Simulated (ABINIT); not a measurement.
Crystal: HfO2.

```
Hf O
1.0
     5.21946    0.00000    0.00000
     0.00000    5.00476    0.00000
     0.00000    0.00000    5.03269
Hf O
4 8
Cartesian
  5.0472 3.6661 3.7314
  2.7820 3.6661 1.2151
  2.4375 1.3387 3.7314
  0.1723 1.3387 1.2151
  3.2994 4.6477 4.4251
  4.5298 4.6477 1.9087
  1.2211 2.7020 2.4776
  1.3886 2.7020 4.9939
  3.9984 2.3028 4.9939
  3.8308 2.3028 2.4776
  0.6896 0.3571 4.4251
  1.9201 0.3571 1.9087
```

Measurements of this composition are mostly on another form, of space group No. 14.

Base run:

* Program: ABINIT 10.8.3 (patched build)
* Functional: PBEsol
* Potentials or basis: JTH PAW PBE v2.0
* Cutoff: 626 eV
* k mesh: 3 × 4 × 3
* Occupations: fermi-dirac, width 0.05 eV
* Spin: no spin polarisation

Its results: band gap on the k mesh 4.34 eV, indirect (least direct gap 4.56 eV); largest force 0.087 eV/Å.

Question: After a change of settings the same cell gave: band gap on the k mesh 4.97 eV, indirect (least direct gap 5.18 eV); largest force 0.014 eV/Å. Which change was it?
A. functional from PBEsol to PBE; k mesh from 3 × 4 × 3 to 5 × 6 × 5
B. functional from PBEsol to PBE
C. functional from PBEsol to r2SCAN; cutoff from 626 eV to 762 eV; fine-grid cutoff from 1224.51 eV to 1360.57 eV
D. functional from PBEsol to PBE; k mesh from 3 × 4 × 3 to 2 × 2 × 2

Answer: C.

Caveats: the PAW data sets were made with another functional, which shifts forces and pressure a little; spin-orbit coupling is left out, which moves the levels of the heavy elements.

Not every run made on this cell is shown here.
